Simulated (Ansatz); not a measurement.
Ta2N:

```xyz
3
Lattice="3.1129 0.0000 0.0000 -1.5564 2.6958 0.0000 0.0000 0.0000 4.8698" Properties=species:S:1:pos:R:3 pbc="T T T"
Ta    0.0000    1.7972    1.2404
Ta    1.5564    0.8986    3.6294
N     0.0000    0.0000    0.0000
```

The cell comes from a database or a generator and needn't be the stable form of this composition.

| Item | Value |
| --- | --- |
| Program | Ansatz 0.2.0 |
| Task | relaxation of cell and atoms |
| Functional | r2SCAN |
| Potentials or basis | Ansatz PAW |
| Cutoff | 500 eV (not typed: the program's choice for these potentials) |
| k mesh | 10 × 10 × 6 |
| Occupations | fermi-dirac, width 0.05 eV |
| Spin | no spin polarisation |

At the start: volume 13.62 Å³/atom.

Problem. How do energy, volume and symmetry change on relaxing?

Solution. It ends after 5 steps and the volume is 13.35 Å³/atom (-2.0 %); space group P-3m1 (No. 164, to 0.05 Å).

Step by step:
| step | energy change (eV) | largest force (eV/Å) | volume (Å³) |
| --- | --- | --- | --- |
| 1 | 0.0000 | 0.1017 | 40.87 |
| 2 | -0.0192 | 0.0193 | 40.21 |
| 3 | -0.0207 | 0.0292 | 40.08 |
| 4 | -0.0209 | 0.0019 | 40.05 |
| 5 | -0.0205 | 0.0016 | 40.05 |

Final structure:
```
CELL_PARAMETERS angstrom
3.07088 0.00000 0.00000
-1.53544 2.65946 0.00000
0.00000 0.00000 4.90364
ATOMIC_POSITIONS crystal
Ta 0.33333 0.66667 0.25729
Ta 0.66667 0.33333 0.74271
N 0.00000 0.00000 0.00000
```

Caveat: the plane-wave basis is chosen anew once the cell has moved, so the energies of steps on either side of that aren't comparable; the PAW data sets come from PBE, with cores solved anew for the run's functional, which leaves a small shift of forces and pressure.
